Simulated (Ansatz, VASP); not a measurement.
**ZnS: VASP beside Ansatz**

```
Zn S
1.0
     0.00000    2.72718    2.72718
     2.72718    0.00000    2.72718
     2.72718    2.72718    0.00000
Zn S
1 1
Direct
  0.00000 0.00000 0.00000
  0.25000 0.25000 0.25000
```

Alike in both runs: task single point; functional r2SCAN; k mesh 8 × 8 × 8; no spin polarisation.

|  | VASP | Ansatz |
| --- | --- | --- |
| version | VASP 6.6.1 | Ansatz 0.2.0 |
| potentials or method | VASP PAW PBE potentials, release 64 (Zn, S) | PAW plane waves |
| plane-wave cutoff (eV) | 520 | 500 |
| occupations | fermi-dirac, width 0.1 eV | fermi-dirac |
| valence electrons in the cell | 18 | 18 |

|  | VASP | Ansatz | Ansatz less VASP |
| --- | --- | --- | --- |
| pressure (GPa) | -2.6 | -2.6 | -0.01 |

Caveats: the PAW data sets were made with another functional, which shifts forces and pressure a little (VASP). r2SCAN opens gaps a little over a GGA but as a rule still falls short of measured ones.
